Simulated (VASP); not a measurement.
Input of a VASP 6.6.1 run:

Contents of POSCAR:

```
MgO                                     
1.0
    3.2993492522     -0.0000000000     -0.0000000000
   -1.6496746212      2.8573202648      0.0000000000
    0.0000000000      0.0000000000      5.0122560816
  Mg              O             
     2     2
Direct
     0.3333333300000021    0.6666666699999979    0.0035949979587868
     0.6666666699999979    0.3333333300000021    0.5035949979587867
     0.3333333300000021    0.6666666699999979    0.4010050020412154
     0.6666666699999979    0.3333333300000021    0.9010050020412154
```

Contents of INCAR.step1:

```
PREC     = Accurate       # precision mode
ENCUT    = 520            # plane-wave cutoff, eV
EDIFF    = 1E-5           # SCF threshold, eV
ISMEAR   = 0              # smearing method
SIGMA    = 0.03           # smearing width, eV
LREAL    = F              # projectors in reciprocal space
LASPH    = T              # aspherical terms in the spheres
NELM     = 80             # most SCF steps
ALGO     = Normal         # electronic algorithm
ISIF     = 2              # what is computed and relaxed
LWAVE    = T              # write WAVECAR
LCHARG   = F              # write CHGCAR
NBANDS   = 16             # bands
GGA      = PE             # functional
```

File INCAR.step2:

```
PREC     = Accurate       # precision mode
ENCUT    = 520            # plane-wave cutoff, eV
EDIFF    = 1E-7           # SCF threshold, eV
ISMEAR   = 0              # smearing method
SIGMA    = 0.03           # smearing width, eV
LREAL    = F              # projectors in reciprocal space
LASPH    = T              # aspherical terms in the spheres
NELM     = 80             # most SCF steps
ALGO     = Normal         # electronic algorithm
ISIF     = 2              # what is computed and relaxed
LWAVE    = F              # write WAVECAR
LCHARG   = F              # write CHGCAR
METAGGA  = MBJ            # meta-GGA
NBANDS   = 16             # bands
ISTART   = 1
```

KPOINTS

```
Automatic mesh
0
Gamma
  9 9 6
```

Contents of KPOINTS_OPT:

```
explicit points
186
Reciprocal
 0.0000000000  0.0000000000  0.0000000000 1
 0.0263157895  0.0000000000  0.0000000000 1
 0.0526315789  0.0000000000  0.0000000000 1
 0.0789473684  0.0000000000  0.0000000000 1
 0.1052631579  0.0000000000  0.0000000000 1
 0.1315789474  0.0000000000  0.0000000000 1
[... 178 lines left out ...]
 0.5000000000  0.0000000000  0.5000000000 1
 0.5000000000  0.0000000000  0.0000000000 1
```

Potentials or basis: VASP PAW PBE potentials, release 64 (Mg, O).

Run with:

```bash
$ cat potpaw_PBE.64/Mg/POTCAR potpaw_PBE.64/O/POTCAR > POTCAR
$ cp INCAR.step1 INCAR
$ mpirun -np 1 vasp_std > vasp.out
$ cp INCAR.step2 INCAR
$ mpirun -np 1 vasp_std > vasp.out
```

Task: Estimate the band gap along the path.

Result: 5.71 eV, direct.

Task: What does it give for the band gap on the k mesh?

Result: 5.71 eV, direct.

Levels at the corners of the path, in eV from the valence-band top:
```tsv
point	band 5	band 6	band 7	band 8	band 9	band 10	band 11	band 12
Γ	-0.68	-0.39	-0.39	0.00	5.71	10.79	12.73	16.41
M	-1.46	-1.11	-0.66	-0.46	10.10	10.43	11.56	13.11
M	-1.46	-1.11	-0.66	-0.46	10.10	10.43	11.56	13.11
K	-1.60	-1.11	-1.00	-1.00	10.59	10.95	12.40	12.40
K	-1.60	-1.11	-1.00	-1.00	10.59	10.95	12.40	12.40
Γ	-0.68	-0.39	-0.39	0.00	5.71	10.79	12.73	16.41
Γ	-0.68	-0.39	-0.39	0.00	5.71	10.79	12.73	16.41
A	-0.54	-0.54	-0.54	-0.54	8.04	8.04	15.64	15.64
A	-0.54	-0.54	-0.54	-0.54	8.04	8.04	15.64	15.64
L	-0.80	-0.80	-0.60	-0.60	9.76	9.76	13.14	13.14
L	-0.80	-0.80	-0.60	-0.60	9.76	9.76	13.14	13.14
H	-1.71	-1.71	-0.34	-0.34	10.87	10.87	12.18	12.18
H	-1.71	-1.71	-0.34	-0.34	10.87	10.87	12.18	12.18
A	-0.54	-0.54	-0.54	-0.54	8.04	8.04	15.64	15.64
L	-0.80	-0.80	-0.60	-0.60	9.76	9.76	13.14	13.14
M	-1.46	-1.11	-0.66	-0.46	10.10	10.43	11.56	13.11
K	-1.60	-1.11	-1.00	-1.00	10.59	10.95	12.40	12.40
H	-1.71	-1.71	-0.34	-0.34	10.87	10.87	12.18	12.18
```
